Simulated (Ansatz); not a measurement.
# Platinum, fcc under r²SCAN: testing the plane-wave cutoff, part 2 of 2

Aim: find which plane-wave cutoff is enough for energy and pressure. The geometry was relaxed under r²SCAN beforehand and stays fixed; 9 values are run, from 150 to 800 eV. Wanted are the values from which on the energy stays within 10 and 1 meV/atom, and the pressure within 0.5 GPa, of the last run. Within the series other settings stay, but some runs also write fields, which adds to their time. Spin polarisation is left out.

Ansatz 0.2.0; DFT r²SCAN, plane waves with PAW, scalar-relativistic.

## 7. With a cutoff of 350 eV

The run at 350 eV.

The input, input.yaml:

```yaml
crystal:
  lattice:
    - [0.0, 1.9705765473, 1.9705765473]
    - [1.9705765473, 0.0, 1.9705765473]
    - [1.9705765473, 1.9705765473, 0.0]
  atoms:
    - { symbol: Pt, position: [0.0, 0.0, 0.0] }
hamiltonian:
  xc: r2scan
  pseudopotentials:
    kind: paw
    azcp:
      Pt: "pseudopotentials/Pt.paw.azcp"
basis:
  ecutwfc: 350
  fft_grid_basis: typed
kpoints:
  mp_grid: { grid: [14, 14, 14], shift: [0, 0, 0] }
magnetization:
  spin_polarized: false
scf:
  occupations: { method: fermi_dirac, width: 0.1 }
  lower_state_search: "off"
output:
  stress: true
```

Started as:

```console
$ ansatz run input.yaml --threads 2 --pin off --max-ram 5120MiB --backend cpu --events-out ev --progress --plain --runs-dir out
```

What it wrote, cut to the lines that bear on the results:

```text
Warning: basis.ecutwfc = 350 eV is below the records' recommended 500 eV, and the density's cutoff is lower with it unless basis.ecutrho_ratio is high enough to keep the records' density cutoff: compare with a run at a higher cutoff
Warning: RAYON_NUM_THREADS=2 ignored (pool sized by the plan → 2); use --threads N
[...]
Pseudopotentials: kind: paw
Pseudopotential: Pt, paw, valence charge 18, recommended cutoff 500 eV (meta_gga), <dir>
Functional definition: r2SCAN
[...]
Crystal: 1 atoms, lattice volume = 15.304 Å³
Basis set: ecut = 350 eV, 259 PW (Γ), exchange–correlation on 72×72×72 points (64 copies of the dense FFT grid, shifted against one another)
Bands: 13, of which v1, the nominal top of the filled ones, is band 9 counted from 1 (8 counted from 0)
Symmetry: 48 space group operations
Space group: Fm-3m (ITA 225), of the structure as read, at distance tolerance 2.5e-5 Å
k-points: 104 of 2744
[...]
SCF iter   1: F=-12536.799529 eV  HF=-12536.803959 eV  |F-HF|=4.43e-3  |Δ(HF+E_count)|=         —  Δρ=1.33e-2  dr2=2.13e-2  dr2_τ=1.21e-2  ethr=1.77e-3  ⟨swp⟩=4.9  Hψ=7658  notcnv=0
[...]
SCF iter   6: F=-12536.808776 eV  HF=-12536.808776 eV  |F-HF|=8.43e-9  |Δ(HF+E_count)|=   7.52e-8  Δρ=1.65e-5  dr2=2.15e-8  dr2_τ=1.83e-9  ethr=4.86e-10  ⟨swp⟩=2.6  Hψ=4696  notcnv=0
[...]
SCF converged after 6 iterations
Free energy (F): -12536.808776 eV
[...]
E sigma→0 (E₀):  -12536.783657 eV
Entropy (-TS):   -0.050238 eV (-50.238 meV/atom)
Fermi energy:    22.675409 eV
[...]
--- Stress (GPa, compression-positive) ---
       -0.115745       0.000000      -0.000000
       -0.000000      -0.115745      -0.000000
       -0.000000       0.000000      -0.115745
  P = ⅓ Tr σ = -0.1157 GPa (-1.157 kbar)
```

Run time: 0.95 s. Hardware: 2 threads of Arm Neoverse V2, shared host; peak memory 0.28 GiB.

## 8. With a cutoff of 420 eV

The run at 420 eV.

input.yaml, as its differences from that of step 7:

```diff
@@ -14,3 +14,3 @@
 basis:
-  ecutwfc: 350
+  ecutwfc: 420
   fft_grid_basis: typed
@@ -25 +25,5 @@
   stress: true
+  write_density: true
+  write_potential: true
+  elf: true
+  volumetric_format: npy
```

Started as:

```console
$ ansatz run input.yaml --threads 2 --pin off --max-ram 5120MiB --backend cpu --events-out ev --progress --plain --runs-dir out
```

What it wrote, cut to the lines that bear on the results:

```text
Warning: basis.ecutwfc = 420 eV is below the records' recommended 500 eV, and the density's cutoff is lower with it unless basis.ecutrho_ratio is high enough to keep the records' density cutoff: compare with a run at a higher cutoff
Warning: RAYON_NUM_THREADS=2 ignored (pool sized by the plan → 2); use --threads N
[...]
[... 3 set-up lines as earlier in the session ...]
[...]
Crystal: 1 atoms, lattice volume = 15.304 Å³
Basis set: ecut = 420 eV, 307 PW (Γ), exchange–correlation on 80×80×80 points (64 copies of the dense FFT grid, shifted against one another)
Bands: 13, of which v1, the nominal top of the filled ones, is band 9 counted from 1 (8 counted from 0)
[... 2 set-up lines as earlier in the session ...]
k-points: 104 of 2744
[...]
SCF iter   1: F=-12536.808935 eV  HF=-12536.814193 eV  |F-HF|=5.26e-3  |Δ(HF+E_count)|=         —  Δρ=1.33e-2  dr2=2.17e-2  dr2_τ=1.23e-2  ethr=1.77e-3  ⟨swp⟩=4.9  Hψ=7763  notcnv=0
[...]
SCF iter   6: F=-12536.818865 eV  HF=-12536.818865 eV  |F-HF|=2.61e-9  |Δ(HF+E_count)|=   1.06e-7  Δρ=1.99e-5  dr2=3.58e-8  dr2_τ=2.66e-9  ethr=5.56e-10  ⟨swp⟩=7.6  Hψ=7702  notcnv=0
[...]
SCF converged after 6 iterations
Free energy (F): -12536.818865 eV
[...]
E sigma→0 (E₀):  -12536.793757 eV
Entropy (-TS):   -0.050215 eV (-50.215 meV/atom)
Fermi energy:    22.676898 eV
[...]
--- Stress (GPa, compression-positive) ---
       -0.007258       0.000000      -0.000000
        0.000000      -0.007258      -0.000000
       -0.000000      -0.000000      -0.007258
  P = ⅓ Tr σ = -0.0073 GPa (-0.073 kbar)
--- Band table (eV; the first three rows and the last of 104) ---
  k-point 0: bands = ["-77.8163", "-31.2020", "-31.2020", "-31.2020", "12.3739", "18.8503", "18.8503", "18.8503", "20.9630", "20.9630", "38.0653", "43.1438", "43.1438"]
[...]
```

Wall time 1.3 s (2 threads of Arm Neoverse V2, shared host); peak memory 0.3 GiB.

## 9. With a cutoff of 500 eV

The run at 500 eV.

input.yaml, as its differences from that of step 8:

```diff
@@ -14,3 +14,3 @@
 basis:
-  ecutwfc: 420
+  ecutwfc: 500
   fft_grid_basis: typed
```

Started as:

```console
$ ansatz run input.yaml --threads 2 --pin off --max-ram 5120MiB --backend cpu --events-out ev --progress --plain --runs-dir out
```

What it wrote, cut to the lines that bear on the results:

```text
Warning: RAYON_NUM_THREADS=2 ignored (pool sized by the plan → 2); use --threads N
[...]
[... 3 set-up lines as earlier in the session ...]
[...]
Crystal: 1 atoms, lattice volume = 15.304 Å³
Basis set: ecut = 500 eV, 387 PW (Γ), exchange–correlation on 96×96×96 points (64 copies of the dense FFT grid, shifted against one another)
Bands: 13, of which v1, the nominal top of the filled ones, is band 9 counted from 1 (8 counted from 0)
[... 2 set-up lines as earlier in the session ...]
k-points: 104 of 2744
[...]
SCF iter   1: F=-12536.811358 eV  HF=-12536.816531 eV  |F-HF|=5.17e-3  |Δ(HF+E_count)|=         —  Δρ=1.37e-2  dr2=2.19e-2  dr2_τ=1.11e-2  ethr=1.77e-3  ⟨swp⟩=5.0  Hψ=7767  notcnv=0
[...]
SCF iter   6: F=-12536.821326 eV  HF=-12536.821326 eV  |F-HF|=1.05e-8  |Δ(HF+E_count)|=   8.94e-8  Δρ=1.94e-5  dr2=2.95e-8  dr2_τ=2.50e-9  ethr=5.56e-10  ⟨swp⟩=7.6  Hψ=7804  notcnv=0
[...]
SCF converged after 6 iterations
Free energy (F): -12536.821326 eV
[...]
E sigma→0 (E₀):  -12536.796216 eV
Entropy (-TS):   -0.050219 eV (-50.219 meV/atom)
Fermi energy:    22.676400 eV
[...]
--- Stress (GPa, compression-positive) ---
       -0.000364       0.000000      -0.000000
        0.000000      -0.000364      -0.000000
        0.000000      -0.000000      -0.000364
  P = ⅓ Tr σ = -0.0004 GPa (-0.004 kbar)
--- Band table (eV; the first three rows and the last of 104) ---
  k-point 0: bands = ["-77.8203", "-31.2037", "-31.2037", "-31.2037", "12.3738", "18.8501", "18.8501", "18.8501", "20.9626", "20.9626", "38.0659", "43.1438", "43.1438"]
[...]
```

Wall time 1.9 s (2 threads of Arm Neoverse V2, shared host); peak memory 0.34 GiB.

## 10. With a cutoff of 600 eV

The run at 600 eV.

input.yaml, as its differences from that of step 9:

```diff
@@ -14,3 +14,3 @@
 basis:
-  ecutwfc: 500
+  ecutwfc: 600
   fft_grid_basis: typed
@@ -25,5 +25 @@
   stress: true
-  write_density: true
-  write_potential: true
-  elf: true
-  volumetric_format: npy
```

Started as:

```console
$ ansatz run input.yaml --threads 2 --pin off --max-ram 5120MiB --backend cpu --events-out ev --progress --plain --runs-dir out
```

What it wrote, cut to the lines that bear on the results:

```text
Warning: RAYON_NUM_THREADS=2 ignored (pool sized by the plan → 2); use --threads N
[...]
[... 3 set-up lines as earlier in the session ...]
[...]
Crystal: 1 atoms, lattice volume = 15.304 Å³
Basis set: ecut = 600 eV, 531 PW (Γ), exchange–correlation on 96×96×96 points (64 copies of the dense FFT grid, shifted against one another)
Bands: 13, of which v1, the nominal top of the filled ones, is band 9 counted from 1 (8 counted from 0)
[... 2 set-up lines as earlier in the session ...]
k-points: 104 of 2744
[...]
SCF iter   1: F=-12536.812637 eV  HF=-12536.817871 eV  |F-HF|=5.23e-3  |Δ(HF+E_count)|=         —  Δρ=1.39e-2  dr2=2.19e-2  dr2_τ=1.02e-2  ethr=1.77e-3  ⟨swp⟩=5.0  Hψ=7769  notcnv=0
[...]
SCF iter   6: F=-12536.822563 eV  HF=-12536.822563 eV  |F-HF|=1.26e-8  |Δ(HF+E_count)|=   8.56e-8  Δρ=1.85e-5  dr2=2.55e-8  dr2_τ=2.41e-9  ethr=5.56e-10  ⟨swp⟩=4.0  Hψ=4244  notcnv=0
[...]
SCF converged after 6 iterations
Free energy (F): -12536.822563 eV
[...]
E sigma→0 (E₀):  -12536.797453 eV
Entropy (-TS):   -0.050220 eV (-50.220 meV/atom)
Fermi energy:    22.676316 eV
[...]
--- Stress (GPa, compression-positive) ---
        0.006661      -0.000000      -0.000000
       -0.000000       0.006661      -0.000000
        0.000000       0.000000       0.006661
  P = ⅓ Tr σ = 0.0067 GPa (0.067 kbar)
```

Wall time 1.5 s (2 threads of Arm Neoverse V2, shared host); peak memory 0.34 GiB.

## 11. With a cutoff of 800 eV

The run at 800 eV.

input.yaml, as its differences from that of step 10:

```diff
@@ -14,3 +14,3 @@
 basis:
-  ecutwfc: 600
+  ecutwfc: 800
   fft_grid_basis: typed
@@ -25 +25,5 @@
   stress: true
+  write_density: true
+  write_potential: true
+  elf: true
+  volumetric_format: npy
```

Started as:

```console
$ ansatz run input.yaml --threads 2 --pin off --max-ram 5120MiB --backend cpu --events-out ev --progress --plain --runs-dir out
```

What it wrote, cut to the lines that bear on the results:

```text
Warning: RAYON_NUM_THREADS=2 ignored (pool sized by the plan → 2); use --threads N
[...]
[... 3 set-up lines as earlier in the session ...]
[...]
Crystal: 1 atoms, lattice volume = 15.304 Å³
Basis set: ecut = 800 eV, 749 PW (Γ), exchange–correlation on 108×108×108 points (64 copies of the dense FFT grid, shifted against one another)
Bands: 13, of which v1, the nominal top of the filled ones, is band 9 counted from 1 (8 counted from 0)
[... 2 set-up lines as earlier in the session ...]
k-points: 104 of 2744
[...]
SCF iter   1: F=-12536.813771 eV  HF=-12536.819126 eV  |F-HF|=5.35e-3  |Δ(HF+E_count)|=         —  Δρ=1.41e-2  dr2=2.20e-2  dr2_τ=9.54e-3  ethr=1.77e-3  ⟨swp⟩=5.0  Hψ=7799  notcnv=0
[...]
SCF iter   6: F=-12536.823728 eV  HF=-12536.823728 eV  |F-HF|=1.31e-8  |Δ(HF+E_count)|=   8.97e-8  Δρ=1.88e-5  dr2=2.70e-8  dr2_τ=2.51e-9  ethr=5.56e-10  ⟨swp⟩=8.0  Hψ=8355  notcnv=0
[...]
SCF converged after 6 iterations
Free energy (F): -12536.823728 eV
[...]
E sigma→0 (E₀):  -12536.798620 eV
Entropy (-TS):   -0.050215 eV (-50.215 meV/atom)
Fermi energy:    22.676408 eV
[...]
--- Stress (GPa, compression-positive) ---
       -0.012704       0.000000      -0.000000
        0.000000      -0.012704      -0.000000
        0.000000      -0.000000      -0.012704
  P = ⅓ Tr σ = -0.0127 GPa (-0.127 kbar)
--- Band table (eV; the first three rows and the last of 104) ---
  k-point 0: bands = ["-77.8226", "-31.2044", "-31.2044", "-31.2044", "12.3731", "18.8501", "18.8501", "18.8501", "20.9626", "20.9626", "38.0656", "43.1432", "43.1432"]
[...]
```

Run time: 3 s. Hardware: 2 threads of Arm Neoverse V2, shared host; peak memory 0.4 GiB.

## 12. The series

Differences are taken from the run at 800 eV.

| cutoff (eV) | plane waves at Γ | E(σ → 0) (meV/atom) | P (GPa) | SCF cycles | CPU time |
| --- | --- | --- | --- | --- | --- |
| 150 | 59 | 52689.81 | -87.90 | 8 | 1.3 s |
| 200 | 113 | 11245.85 | -4.54 | 7 | 1.1 s |
| 250 | 137 | 1544.71 | 3.27 | 6 | 1.4 s |
| 300 | 169 | 156.21 | -0.59 | 6 | 1.9 s |
| 350 | 259 | 14.96 | -0.12 | 6 | 1.7 s |
| 420 | 307 | 4.86 | -0.01 | 6 | 2.4 s |
| 500 | 387 | 2.40 | 0.00 | 6 | 3.5 s |
| 600 | 531 | 1.17 | 0.01 | 6 | 2.8 s |
| 800 | 749 | 0.00 | -0.01 | 6 | 5.8 s |

## 13. Summary of results

What follows sums up all 2 parts.

| quantity | value |
| --- | --- |
| E(σ → 0) stays within 10 meV/atom of 800 eV | from 420 eV on |
| E(σ → 0) stays within 1 meV/atom | not reached before 800 eV |
| pressure stays within 0.5 GPa | from 350 eV on |
| pressure at 800 eV | -0.01 GPa |
| CPU time, dearest over cheapest | 5.2 |
| run at the usual settings (mesh 22×22×22 against the series' 14×14×14, 500 eV) | +8.0 meV/atom from 800 eV, 0.12 GPa |

In words: At 150 eV the energy differs by +52690 meV/atom and the pressure by -87.9 GPa. The energy falls at each step up in cutoff, as the variational principle asks. The total energy has not settled to 1 meV/atom before the last cutoff.
